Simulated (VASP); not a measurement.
Set up this calculation in VASP 6.6.1, as the native input.

```yaml
Task: single point
Functional: r2SCAN
Potentials_or_basis: VASP PAW PBE potentials, release 64 (Si)
Cutoff: 520 eV
k_mesh: 11 × 11 × 11
Occupations: fermi-dirac, width 0.08 eV
Spin: no spin polarisation
Dipole_correction: no
Further_INCAR_settings: ALGO = Normal; EDIFF = 1e-07; NBANDS = 11
```

The system is Si.

```xyz
2
Lattice="0.0000 2.7512 2.7512 2.7512 0.0000 2.7512 2.7512 2.7512 0.0000" Properties=species:S:1:pos:R:3 pbc="T T T"
Si    2.7512    2.7512    2.7512
Si    4.1268    4.1268    4.1268
```

The cell isn't the ideal one: functional r2scan, volume scaled by 1.04.

One way to write it, as run:

POSCAR

```
Si
1.0
    0.0000000000      2.7512039663      2.7512039663
    2.7512039663      0.0000000000      2.7512039663
    2.7512039663      2.7512039663      0.0000000000
Si
2
Direct
    0.5000000000      0.5000000000      0.5000000000
    0.7500000000      0.7500000000      0.7500000000
```

INCAR.step1

```
PREC = Accurate ; ENCUT = 520
ISMEAR = -1 ; SIGMA = 0.08
LREAL = False ; LASPH = True
NELM = 100 ; NBANDS = 11
GGA = PE ; ALGO = Normal
EDIFF = 1E-4 ; LWAVE = True
LCHARG = False
```

INCAR.step2

```
PREC = Accurate ; ENCUT = 520
EDIFF = 1E-7 ; ISMEAR = -1
SIGMA = 0.08 ; LREAL = False
LASPH = True ; NELM = 100
ALGO = Normal ; ISIF = 2
LWAVE = False ; LCHARG = False
METAGGA = R2SCAN ; LMIXTAU = True
NBANDS = 11 ; ISTART = 1
```

KPOINTS

```
regular mesh
0
Gamma
  11 11 11
```

Potentials or basis: VASP PAW PBE potentials, release 64 (Si).

Launch:

```sh
$ cat potpaw_PBE.64/Si/POTCAR > POTCAR
$ cp INCAR.step1 INCAR
$ mpirun -np 1 vasp_std > vasp.out
$ cp INCAR.step2 INCAR
$ mpirun -np 1 vasp_std > vasp.out
```

Results of the run:

* Pressure: -3.1 GPa
* Band gap on the k mesh: 0.87 eV, indirect (least direct gap 2.74 eV)

Caveat: the PAW data sets were made with another functional, which shifts forces and pressure a little; an odd mesh through Γ misses points on the zone boundary, where band edges often lie.

Run time: 56 s on 1 thread of AMD EPYC 9R45 96-Core Processor (Zen 5), with other jobs on the host, peak memory 0.14 GiB.
